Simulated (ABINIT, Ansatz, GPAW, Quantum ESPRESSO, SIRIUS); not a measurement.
# One calculation of Au, 5 ways

```
Au
1.0
     2.90000    0.00000    0.00000
    -1.45000    2.51147    0.00000
     0.00000    0.00000    4.88000
Au
2
Direct
  0.66667 0.33333 0.25000
  0.33333 0.66667 0.75000
```

This isn't the form of Au at room conditions, which is fcc.

Alike in all runs: task single point; functional PBEsol; k mesh 11 × 11 × 6; occupations fermi-dirac, width 0.05 eV; no spin polarisation; no spin-orbit coupling. Pressure is positive in compression and, in plane waves, holds the error of the finite cutoff.

| program and potentials | plane-wave cutoff (eV) | notes | pressure (GPa) |
| --- | --- | --- | --- |
| Quantum ESPRESSO, GBRV 1.5 PBEsol | 612 | 11 valence electrons an atom on average | -6.87 |
| SIRIUS, PseudoDojo 0.4.1 PBEsol standard (scalar relativistic) | 1054 | 19 valence electrons an atom on average | -6.80 |
| Ansatz, all-electron LAPW, scalar-relativistic | - | - | -6.46 |
| ABINIT, PseudoDojo NC SR PBEsol v0.4.1 standard | 1034 | 19 valence electrons an atom on average | -6.81 |
| GPAW, PAW data sets generated for this functional | 600 | 11 valence electrons an atom on average; this data set often lies off other programs | -4.13 |

The pressure spans -6.87 (Quantum ESPRESSO, GBRV 1.5 PBEsol) to -4.13 GPa (GPAW, PAW data sets generated for this functional), with all-electron results at -6.46. The pressure on the cell as given of GPAW, PAW data sets generated for this functional lies far from the others; the cause wasn't traced.

The functional is the same throughout but for its coding, so the spread measures potentials, basis and numerics; runs on potential files found faulty are left out.
